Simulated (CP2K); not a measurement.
## TiAl in CP2K: the effect of functional

TiAl:

```
CELL_PARAMETERS angstrom
3.17906 0.00000 0.00000
0.00000 3.17906 0.00000
0.00000 0.00000 3.17906
ATOMIC_POSITIONS crystal
Ti 0.00000 0.00000 0.00000
Al 0.50000 0.50000 0.50000
```

The cell comes from a database or a generator and needn't be the stable form of this composition.

Alike in all runs:

```yaml
Program: CP2K 2026.2
Potentials_or_basis: POTENTIAL_UZH Ti GTH-PBE-q12, Al GTH-PBE-q3; TZVP-MOLOPT-PBE-GTH basis
Density_cutoff: 9184 eV
k_mesh: 8 × 8 × 8
Occupations: fermi-dirac, width 0.05 eV
Spin: no spin polarisation
```

Problem. One run gave: pressure -3.4 GPa. Which functional did it use?
A. HLE17
B. PBEsol
C. LDA
D. RPBE
E. BEEF-vdW

Solution. C.

| functional | pressure (GPa) |
| --- | --- |
| LDA | -3.4 |
| PBEsol | -1.4 |
| RPBE | 2.5 |
| BEEF-vdW | 0.0 |
| vdW-DF-cx | -0.9 |
| HLE17 | -14.1 |

Caveats: the potentials were made for another functional, which shifts forces and pressure; the basis of atomic orbitals isn't converged, which shifts pressures, moduli and gaps; the potentials were made for a functional far from this one (some runs).

Runs at the PBE level aren't shown here.
